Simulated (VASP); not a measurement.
FeSi23 (a cell with a defect), 24 atoms in the cell. The cell holds a defect, 24 atoms: a = 11.534 Å, b = 7.689 Å, c = 7.689 Å, α = 60.00°, β = 60.00°, γ = 60.00°. 

| Property | Result |
| --- | --- |
| Program | VASP 6.6.1 |
| Task | single point |
| Functional | PBEsol |
| Potentials or basis | VASP PAW PBE potentials, release 64 (Fe, Si) |
| Cutoff | 350 eV |
| k mesh | 2 × 3 × 3 |
| Occupations | gaussian, width 0.03 eV |
| Spin | collinear spin, ferromagnetic start |
| Starting moments | [4.0, 0.0, 0.0, 0.0, 0.0, 0.0, 0.0, 0.0, 0.0, 0.0, 0.0, 0.0, 0.0, 0.0, 0.0, 0.0, 0.0, 0.0, 0.0, 0.0, 0.0, 0.0, 0.0, 0.0] μB |
| Hubbard terms | Fe d U = 4 eV |
| Dq | 0 |
| Further INCAR settings | LREAL = Auto; ALGO = Normal; EDIFF = 1e-05; NBANDS = 72; ISYM = 0 |

Potentials or basis: VASP PAW PBE potentials, release 64 (Fe, Si).

Launch:

```console
$ cat potpaw_PBE.64/Fe/POTCAR potpaw_PBE.64/Si/POTCAR > POTCAR
$ mpirun -np 4 vasp_std > vasp.out
```

Hardware: 4 MPI ranks on Intel(R) Xeon(R) 6975P-C (Granite Rapids), on a shared host.

Q: How long does it take, and how much memory?

A: Wall time 5 min on 4 MPI ranks on Intel(R) Xeon(R) 6975P-C (Granite Rapids), with other jobs on the host, peak memory 0.65 GiB a rank. Counts: scf iterations 26, k points 10.
